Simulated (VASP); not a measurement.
# C in VASP: single point with PBE

Aim: the single point of C with PBE.

Program: VASP 6.6.1. These are calculated values, not measurements. Logs are shortened: lines on timing, memory, paths and dates and some standing lists are left out, and cuts for length are marked.

## 1. The cell of the first run

The cell holds a slab with vacuum, 10 atoms: a = 2.525 Å, b = 3.572 Å, c = 19.051 Å, α = 90.00°, β = 90.00°, γ = 90.00°.

The slab is cut from a database's or a generator's crystal, which needn't be the stable form of the element.

## 2. Single point, PBE (clean slab, lower half held)

The input, INCAR:

```
SYSTEM = C
PREC = Accurate
ENCUT = 520
EDIFF = 1E-7
ISMEAR = 0
SIGMA = 0.05
LREAL = .False.
LASPH = .True.
NELM = 100
ALGO = Fast
ISIF = 2
LWAVE = .False.
LCHARG = .False.
LDIPOL = .True.
IDIPOL = 3
DIPOL = 0.5 0.5 0.498
GGA = PE
NBANDS = 31
```

The input, KPOINTS:

```
regular mesh
0
Gamma
  10 8 1
  0 0 0
```

The input, POSCAR:

```
C
1.0
    2.5254662241      0.0000000000      0.0000000000
    0.0000000000      3.5715485855      0.0000000000
    0.0000000000      0.0000000000     19.0509324483
C
10
Direct
    0.5000000000      0.0000000000      0.3674360832
    0.0000000000      0.2500000000      0.3674360832
    0.0000000000      0.5000000000      0.4337180416
    0.5000000000      0.7500000000      0.4337180416
    0.5000000000      0.0024640196      0.4996899370
    0.0000000000      0.2475359804      0.4996899370
    0.0000000000      0.5097084332      0.5678138762
    0.5000000000      0.7402915668      0.5678138762
    0.5000000000      0.0294931910      0.6235411950
    0.0000000000      0.2205068090      0.6235411950
```

Potentials or basis: VASP PAW PBE potentials, release 64 (C).

On the command line:

```console
cat potpaw_PBE.64/C/POTCAR > POTCAR
mpirun -np 1 vasp_std > vasp.out
```

OUTCAR:

```text
SYSTEM = C
   PREC = Accurate
   ENCUT = 520
   EDIFF = 1E-7
   ISMEAR = 0
   LREAL = .False.
   LASPH = .True.
   NELM = 100
   ISIF = 2
   GGA = PE

 ion  position               nearest neighbor table
   1  0.500  0.000  0.367-   4 1.55   2 1.55   2 1.55
   2  0.000  0.250  0.367-   3 1.55   1 1.55   1 1.55
   3  0.000  0.500  0.434-   2 1.55   4 1.55   4 1.55   6 1.55
   4  0.500  0.750  0.434-   1 1.55   3 1.55   3 1.55   5 1.55
   5  0.500  0.002  0.500-   6 1.54   6 1.54   4 1.55   8 1.60
   6  0.000  0.248  0.500-   5 1.54   5 1.54   3 1.55   7 1.60
   7  0.000  0.510  0.568-  10 1.48   8 1.51   8 1.51   6 1.60
   8  0.500  0.740  0.568-   9 1.48   7 1.51   7 1.51   5 1.60
   9  0.500  0.029  0.624-  10 1.44  10 1.44   8 1.48
  10  0.000  0.221  0.624-   9 1.44   9 1.44   7 1.48

  LATTYP: Found a simple orthorhombic cell.
 ALAT       =     2.5254662241
 B/A-ratio  =     1.4142135624
 C/A-ratio  =     7.5435308802

  Lattice vectors:

 A1 = (   2.5254662241,   0.0000000000,   0.0000000000)
 A2 = (   0.0000000000,   3.5715485855,   0.0000000000)
 A3 = (   0.0000000000,   0.0000000000,  19.0509324483)

Analysis of symmetry for initial positions (statically):
=====================================================================
 Subroutine PRICEL returns:
 Original cell was already a primitive cell.

 Routine SETGRP: Setting up the symmetry group for a
 simple orthorhombic supercell.

 Subroutine GETGRP returns: Found  4 space group operations
 (whereof  2 operations were pure point group operations)
 out of a pool of  8 trial point group operations.

The static configuration has the point symmetry C_1h.
 The point group associated with its full space group is C_2v.

Analysis of symmetry for dynamics (positions and initial velocities):
=====================================================================
 Subroutine PRICEL returns:
 Original cell was already a primitive cell.

 Routine SETGRP: Setting up the symmetry group for a
 simple orthorhombic supercell.

 Subroutine GETGRP returns: Found  4 space group operations
 (whereof  2 operations were pure point group operations)
 out of a pool of  8 trial point group operations.

The dynamic configuration has the point symmetry C_1h.
 The point group associated with its full space group is C_2v.

 Subroutine INISYM returns: Found  4 space group operations
 (whereof  2 operations are pure point group operations),
[... 128 lines left out ...]
   EFERMI_NEDOS =   21; number of points for ismear=-14 and -15
   IALGO  =     68    algorithm
   IMIX   =      4    mixing-type and parameters
     AMIX     =   0.40;   BMIX     =  1.00
     AMIX_MAG =   1.60;   BMIX_MAG =  1.00
  volume/ion in A,a.u.               =      17.18       115.96
  Fermi-wavevector in a.u.,A,eV,Ry     =   1.007063  1.903073 13.798705  1.014176
  Thomas-Fermi vector in A             =   2.139845
   LORBIT       =      0    0 simple, 1 ext, 2 COOP (PROOUT), +10 PAW based schemes
   GGA     = PE    functional components
   LHFCALC =     F    Hartree Fock is set to
   AEXX    =    0.0000 exact exchange contribution
   IVDW    =     0    specifies the selected vdW correction
   LEPSILON=     F    determine dielectric tensor
   LRPA    =     F    only Hartree local field effects (RPA)
 non-spin polarized calculation
 RMM-DIIS sequential band-by-band and
 Gauss-broadening in eV      SIGMA  =   0.05
  energy-cutoff  :      520.00
  volume of cell :      171.84
 maximum number of plane-waves:      4666
 NGX is ok and might be reduce to    20
   NGX =  9   NGY = 13   NGZ = 71

 dipolmoment           0.000000      0.000000      0.061778 electrons x Angstroem

 number of electron      40.0000002 magnetization

 dipolmoment           0.000000      0.000000     -0.031100 electrons x Angstroem

 Free energy of the ion-electron system (eV)
  ---------------------------------------------------
  ext. energy  EPLUGINS =         0.00000000
  ---------------------------------------------------
  free energy    TOTEN  =       -84.27093606 eV

  energy without entropy =      -84.26843567  energy(sigma->0) =      -84.26968586

 E-fermi :  -0.5693     XC(G=0):  -5.3779

 val. band max:       -0.5840659979   @ k =   0.2000   0.5000   0.0000
 cond. band min:      -0.5277453571   @ k =   0.2000   0.5000   0.0000
 fundamental gap:      0.0563206408
 Fermi energy:        -0.5693220950

 k-point     1 :       0.0000    0.0000    0.0000
  band No.  band energies     occupation
      1     -21.9914      2.00000
      2     -20.1256      2.00000
      3     -17.0892      2.00000
      4     -14.3232      2.00000
      5     -13.6139      2.00000
      6     -13.2946      2.00000
[... 805 lines left out ...]
     30       9.4598      0.00000
     31       9.8333      0.00000

 [... further k-points ...]

------------------------ aborting loop because EDIFF is reached ----------------------------------------

 vacuum level on the upper side and lower side of the slab       (xc-potential included)        -0.312         0.292

  FORCE on cell =-STRESS in cart. coord.  units (eV):
  Direction    XX          YY          ZZ          XY          YZ          ZX
  --------------------------------------------------------------------------------------
  -------------------------------------------------------------------------------------
  Total       -4.9867910      5.3449629     -2.4368593      0.0000000      0.0000000      0.0000000
  in kB      -46.4961918     49.8357404    -22.7209598      0.0000000      0.0000000      0.0000000
  external PRESSURE =      -6.4604704 kB  Pullay stress =       0.0000000 kB

 VOLUME and BASIS-vectors are now :
 -----------------------------------------------------------------------------
  energy-cutoff  :      520.00
  volume of cell :      171.84
      direct lattice vectors                 reciprocal lattice vectors
     2.525466224  0.000000000  0.000000000     0.395966491  0.000000000  0.000000000
     0.000000000  3.571548585  0.000000000     0.000000000  0.279990591  0.000000000
     0.000000000  0.000000000 19.050932448     0.000000000  0.000000000  0.052490869

 POSITION                                       TOTAL-FORCE (eV/Angst)
 -----------------------------------------------------------------------------------
      1.26273      0.00000      7.00000         0.000000      4.275372      1.019165
      0.00000      0.89289      7.00000         0.000000     -4.275372      1.019165
      0.00000      1.78577      8.26273         0.000000      1.053858     -1.052366
      1.26273      2.67866      8.26273         0.000000     -1.053858     -1.052366
      1.26273      0.00880      9.51956         0.000000     -0.007641      0.014142
      0.00000      0.88409      9.51956         0.000000      0.007641      0.014142
      0.00000      1.82045     10.81738         0.000000      0.004685     -0.014735
      1.26273      2.64399     10.81738         0.000000     -0.004685     -0.014735
      1.26273      0.10534     11.87904         0.000000     -0.002581      0.033794
      0.00000      0.78755     11.87904         0.000000      0.002581      0.033794
 -----------------------------------------------------------------------------------
    total drift:                                0.000000     -0.000000     -0.000138

  FREE ENERGIE OF THE ION-ELECTRON SYSTEM (eV)
  ---------------------------------------------------
  free  energy   TOTEN  =       -84.2709360563 eV

  energy  without entropy=      -84.2684356677  energy(sigma->0) =      -84.26968586

 vacuum level on the upper side and lower side of the slab         4.839         5.463
```

OSZICAR:

```text
N       E                     dE             d eps       ncg     rms          rms(c)
DAV:   1     0.264481624215E+03    0.26448E+03   -0.18410E+04  1860   0.110E+03
DAV:   2    -0.598923299079E+02   -0.32437E+03   -0.31117E+03  2615   0.261E+02
DAV:   3    -0.870667094668E+02   -0.27174E+02   -0.26849E+02  2283   0.783E+01
[... 17 lines left out ...]
RMM:  21    -0.842709328483E+02   -0.18359E-05   -0.19401E-07  1875   0.151E-03    0.647E-04
RMM:  22    -0.842709350585E+02   -0.22101E-05   -0.14074E-07  1794   0.104E-03    0.331E-04
RMM:  23    -0.842709356729E+02   -0.61445E-06   -0.47703E-08  1475   0.600E-04    0.154E-04
RMM:  24    -0.842709360205E+02   -0.34760E-06   -0.41022E-08  1378   0.495E-04    0.572E-05
RMM:  25    -0.842709360563E+02   -0.35815E-07   -0.53737E-09  1116   0.363E-04
   1 F= -.84270936E+02 E0= -.84269686E+02  d E =-.250039E-02
```

stdout:

```text
POSCAR found type information on POSCAR C
 POSCAR found :  1 types and      10 ions
 scaLAPACK will be used
 LDA part: xc-table for (Slater+PW92), standard interpolation
 POSCAR, INCAR and KPOINTS ok, starting setup
 FFT: planning ... GRIDC
 FFT: planning ... GRID_SOFT
 FFT: planning ... GRID
 WAVECAR not read
 entering main loop
```

It took 2.7 min on 1 thread of AMD EPYC 9R45 (Zen 5), shared host; peak memory 0.27 GiB.

What came out:

```
Free energy            : -84.2709 eV
Largest force          : 4.395 eV/Å
Band gap on the k mesh : none (metal or under the smearing width)
```

Forces on the atoms (eV/Å):
```
C    0.000  4.275  1.019
C    0.000 -4.275  1.019
C    0.000  1.054 -1.052
C    0.000 -1.054 -1.052
C    0.000 -0.008  0.014
C    0.000  0.008  0.014
C    0.000  0.005 -0.015
C    0.000 -0.005 -0.015
C    0.000 -0.003  0.034
C    0.000  0.003  0.034
```

Levels at points of the mesh, in eV from the Fermi level:
| k point | band 16 | band 17 | band 18 | band 19 | band 20 | band 21 | band 22 | band 23 | band 24 | band 25 |
| --- | --- | --- | --- | --- | --- | --- | --- | --- | --- | --- |
| (0.00, 0.00, 0.00) | -3.48 | -2.10 | -1.34 | -0.82 | 0.10 | 1.49 | 3.34 | 4.67 | 4.86 | 5.53 |
| (0.50, 0.00, 0.00) | -6.05 | -5.00 | -5.00 | -0.71 | -0.71 | -0.03 | -0.03 | 5.29 | 5.29 | 6.19 |
| (0.00, 0.50, 0.00) | -3.57 | -3.38 | -2.56 | -0.54 | -0.45 | 0.13 | 1.07 | 5.61 | 6.02 | 7.10 |
| (0.50, 0.50, 0.00) | -5.13 | -4.30 | -4.30 | -0.16 | -0.16 | 0.65 | 0.65 | 7.75 | 7.75 | 8.95 |
